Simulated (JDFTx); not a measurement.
Runs of JDFTx 1.7.0 (patched build) on Ti. It takes space group Im-3m (No. 229, cubic). Conventional cell: a = 3.282 Å, b = 3.282 Å, c = 3.282 Å, α = 90.00°, β = 90.00°, γ = 90.00°. Ti (site symmetry m-3m) is surrounded by 8 Ti at 2.84 Å. This isn't the form of Ti at room conditions, which is hcp.

```csv
task,level,potentials or basis,cell,max SCF steps,SCF threshold on the energy,solver of the electrons,band ratio of the Davidson solver,path,gap on the mesh (eV),pressure (GPa),relaxed volume (Å³/atom)
relaxation of cell and atoms,PBE,PseudoDojo-SR-PBE-0.5-standard with smoothed tails,relaxed,100,1e-09 Ha,scf,-,-,none,0.0,17.25
relaxation of cell and atoms,BLYP,PseudoDojo-SR-PBE-0.5-standard with smoothed tails,relaxed,100,1e-09 Ha,scf,-,-,none,-0.1,17.67
relaxation of cell and atoms,PBE+D3(BJ),PseudoDojo-SR-PBE-0.5-standard with smoothed tails,relaxed,100,1e-09 Ha,scf,-,-,none,0.0,(a)
relaxation of cell and atoms,PBEsol+D3(BJ),PseudoDojo-SR-PBEsol-0.4.1-standard with smoothed tails,relaxed,100,1e-09 Ha,scf,-,-,none,0.0,15.64
```

Alike in all rows: no spin polarisation; k mesh 11 × 11 × 11; cutoff (eV) 1143; smearing fermi-dirac 0.05 eV.

Problem. Estimate the missing entries.

Solution. (a) 16.30.

Caveats: the plane waves are those of the starting cell, so after so large a change of volume the result is rough (some runs); pairwise dispersion overbinds metals, which lowers pressure and volume (some runs); the potentials were made for another functional, which shifts forces and pressure (some runs); the volume moved by -12 % from the deposited cell, more than functionals usually miss (some runs).

A gap of «none» marks a metal or a gap under the smearing width.
